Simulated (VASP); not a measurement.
# GaN in VASP 6.6.1, single-point calculation

INCAR

```
LASPH = .TRUE.
GGA = PE
ISIF = 2
LWAVE = .FALSE.
LCHARG = .FALSE.
EDIFF = 1E-7
ENCUT = 520
ISMEAR = -1
IBRION = -1
NBANDS = 16
PREC = Accurate
NELM = 120
LMAXMIX = 6
SIGMA = 0.02
NSW = 0
LREAL = .FALSE.
```

KPOINTS

```
KPOINTS created by Atomic Simulation Environment
0
Gamma
10 10 10
0 0 0
```

POSCAR

```
Ga N
 1.0000000000000000
     0.0000000000000000    2.3784923295999998    2.2489526566000002
     2.3784923295999998    0.0000000000000000    2.2489526566000002
     2.3784923295999998    2.3784923295999998    0.0000000000000000
 Ga  N
   1   1
Cartesian
  0.0000000000000000  0.0000000000000000  0.0000000000000000
  1.1892461647999999  1.1892461647999999  1.1244763283000001
```

The recommended PBE PAW datasets give the neutral cell 18 valence electrons.

Command

```
mpirun -np 1 vasp_std
```

OSZICAR

```
N       E                     dE             d eps       ncg     rms          rms(c)
DAV:   1     0.874397939586E+02    0.87440E+02   -0.94236E+03  3512   0.197E+03
DAV:   2    -0.713993520970E+01   -0.94580E+02   -0.88433E+02  3712   0.335E+02
DAV:   3    -0.138274330949E+02   -0.66875E+01   -0.66553E+01  3800   0.737E+01
DAV:   4    -0.139111681513E+02   -0.83735E-01   -0.83705E-01  4144   0.905E+00
DAV:   5    -0.139122907398E+02   -0.11226E-02   -0.11226E-02  3912   0.918E-01    0.738E+00
DAV:   6    -0.120800352124E+02    0.18323E+01   -0.50688E+00  4920   0.368E+01    0.274E+00
DAV:   7    -0.120731755833E+02    0.68596E-02   -0.28247E-01  3544   0.703E+00    0.174E+00
DAV:   8    -0.120694860258E+02    0.36896E-02   -0.84753E-02  3536   0.308E+00    0.982E-01
DAV:   9    -0.120636531601E+02    0.58329E-02   -0.12889E-02  4648   0.213E+00    0.330E-01
DAV:  10    -0.120641011362E+02   -0.44798E-03   -0.14287E-03  3592   0.374E-01    0.215E-01
DAV:  11    -0.120640306939E+02    0.70442E-04   -0.22830E-04  4648   0.306E-01    0.470E-02
DAV:  12    -0.120640341749E+02   -0.34810E-05   -0.26512E-05  3736   0.453E-02    0.218E-02
DAV:  13    -0.120640332912E+02    0.88364E-06   -0.23522E-06  4824   0.186E-02    0.824E-03
DAV:  14    -0.120640335793E+02   -0.28803E-06   -0.44252E-07  3680   0.592E-03    0.177E-03
DAV:  15    -0.120640335446E+02    0.34705E-07   -0.22995E-08  1904   0.132E-03
   1 F= -.12064034E+02 E0= -.12064034E+02  d E =-.542973E-12
```

From OUTCAR

```
k-points           NKPTS =    102   k-points in BZ     NKDIM =    102   number of bands    NBANDS=     16

   NELECT =      18.0000    total number of electrons

   dimension x,y,z NGX =    24 NGY =   24 NGZ =   28
   dimension x,y,z NGXF=    48 NGYF=   48 NGZF=   56

  energy-cutoff  :      520.00
  volume of cell :       25.45
      direct lattice vectors                 reciprocal lattice vectors
     0.000000000  2.378492330  2.248952657    -0.210217201  0.210217201  0.222325712
     2.378492330  0.000000000  2.248952657     0.210217201 -0.210217201  0.222325712
     2.378492330  2.378492330  0.000000000     0.210217201  0.210217201 -0.222325712

 k-points in reciprocal lattice and weights: KPOINTS created by Atomic Simulation Env
   0.00000000  0.00000000  0.00000000       0.001
   0.10000000  0.00000000  0.00000000       0.008
   0.20000000  0.00000000  0.00000000       0.008
   0.30000000  0.00000000  0.00000000       0.008
   0.40000000  0.00000000  0.00000000       0.008
   0.50000000  0.00000000  0.00000000       0.004
   0.10000000  0.10000000  0.00000000       0.002
   0.20000000  0.10000000  0.00000000       0.008
   ...

 E-fermi :   4.7731

 k-point     1 :       0.0000    0.0000    0.0000
  band No.  band energies     occupation
      1     -10.8877      2.00000
      2      -9.2261      2.00000
      3      -9.2261      2.00000
      4      -9.1781      2.00000
      5      -8.9881      2.00000
      6      -8.9835      2.00000
      7       4.1210      2.00000
      8       4.1210      2.00000
      9       4.3429      2.00000
     10       5.2274      0.00000
     11      13.7467      0.00000
     12      13.9133      0.00000
     13      13.9133      0.00000
     14      20.3920      0.00000
     15      21.7238      0.00000
     16      21.7238      0.00000

 k-point     2 :       0.1000    0.0000    0.0000
  band No.  band energies     occupation
      1     -10.8043      2.00000
      2      -9.2161      2.00000
      3      -9.1973      2.00000
      4      -9.1493      2.00000
      5      -8.9890      2.00000
      6      -8.9832      2.00000
      7       3.0292      2.00000
      8       4.0169      2.00000
      9       4.1908      2.00000
     10       6.1899      0.00000
     11      13.3030      0.00000
     12      14.0198      0.00000
     13      14.0231      0.00000
     14      20.5002      0.00000
     15      20.5290      0.00000
     16      21.4199      0.00000

 k-point     3 :       0.2000    0.0000    0.0000
  band No.  band energies     occupation
      1     -10.6112      2.00000
      2      -9.1935      2.00000
      3      -9.1638      2.00000
      4      -9.0064      2.00000
      5      -8.9788      2.00000
      6      -8.9518      2.00000
      7       1.3677      2.00000
      8       3.7603      2.00000
      9       3.9882      2.00000
     10       7.2321      0.00000
     11      12.5288      0.00000
     12      14.1397      0.00000
     13      14.3831      0.00000
     14      19.5706      0.00000
     15      19.9793      0.00000
     16      21.0557      0.00000

 ...

  Total       -2.1226967     -2.1226967     -1.1295214      0.0000000      0.0000000      0.0000000
  in kB     -133.6548444   -133.6548444    -71.1199116      0.0000000      0.0000000      0.0000000
  external PRESSURE =    -112.8098668 kB  Pullay stress =       0.0000000 kB

 POSITION                                       TOTAL-FORCE (eV/Angst)
 -----------------------------------------------------------------------------------
      0.00000      0.00000      0.00000         0.000000      0.000000     -0.000000
      1.18925      1.18925      1.12448        -0.000000     -0.000000      0.000000
 -----------------------------------------------------------------------------------
    total drift:                                0.000002      0.000002      0.000007

  FREE ENERGIE OF THE ION-ELECTRON SYSTEM (eV)
  ---------------------------------------------------
  free  energy   TOTEN  =       -12.0640335446 eV

  energy  without entropy=      -12.0640335446  energy(sigma->0) =      -12.06403354
```

It converged. Results: gap between bands v and c on the k mesh 0.88 eV; least direct gap on the k mesh 0.88 eV; pressure -11.3 GPa. Band v is the last that the valence electrons fill when counted band by band, and c is the next.

For comparison, a separate PBE run of the intended cell, on usual settings and not on those above, gives a gap of 0.88 eV on its mesh and a pressure of -11.3 GPa.

The run above took about 33 s on one core of a shared host (Intel Xeon Platinum 8488C) and held 0.17 GiB at most.
